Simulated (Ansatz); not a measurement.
**KI: from a migration barrier to a jump rate**

Computed with DFT PBE, scalar-relativistic, plane waves, PAW (Ansatz 0.2.0). The runs took a 420 eV cutoff, a Γ-centred 2×2×2 mesh and Gaussian smearing (0.05 eV). Spin–orbit coupling is left out, which matters for the heavy elements here. No spin polarisation.

In a supercell of 24 sites an atom of K jumps into a neighbouring K vacancy, a = 4.34 Å from site to site in the perfect crystal, with a cell charge of -1 (uniform background, no finite-size correction). A nudged elastic band with 5 inner images puts the highest image 0.246 eV above the start and 0.246 eV above the end. Take it as the barrier; the order of the saddle wasn't checked, and the cell is small.

Problem. With an assumed attempt frequency of 10¹³ s⁻¹, how often does the jump happen, and how fast does the vacancy diffuse?

Solution. Transition-state theory gives Γ = ν exp(−E/k_BT), and one such jump direction contributes Γa²/6 to the vacancy's diffusion coefficient averaged over directions:

| T (K) | E/k_BT | Γ (1/s) | Γa²/6 (cm²/s) |
| --- | --- | --- | --- |
| 300 | 9.5 | 7.3 × 10^8 | 2.3 × 10^-7 |
| 600 | 4.8 | 8.6 × 10^10 | 2.7 × 10^-5 |
| 1000 | 2.9 | 5.7 × 10^11 | 1.8 × 10^-4 |
| 1500 | 1.9 | 1.5 × 10^12 | 4.7 × 10^-4 |

The rate reaches one jump a second at T = E/(k_B ln 10¹³) = 95 K. The number of equivalent jumps multiplies D if they link up through the crystal; a hop between two sites alone gives no long-range diffusion, which then waits on a higher barrier. In either case the atoms' own diffusion carries the vacancy concentration and a correlation factor besides. Rows above the melting point are formal, and so are rows where E/k_BT falls under about 3, since the theory needs rare jumps.

Problem. How much does an error of 0.1 eV in the barrier matter?

Solution. It multiplies the rate by exp(0.1 eV/k_BT): 48 at 300 K and 3.2 at 1000 K, more than the usual doubt about ν at low temperature.

Cost: 1 run of about 30 core-minutes, on Arm Neoverse V1 (shared hosts).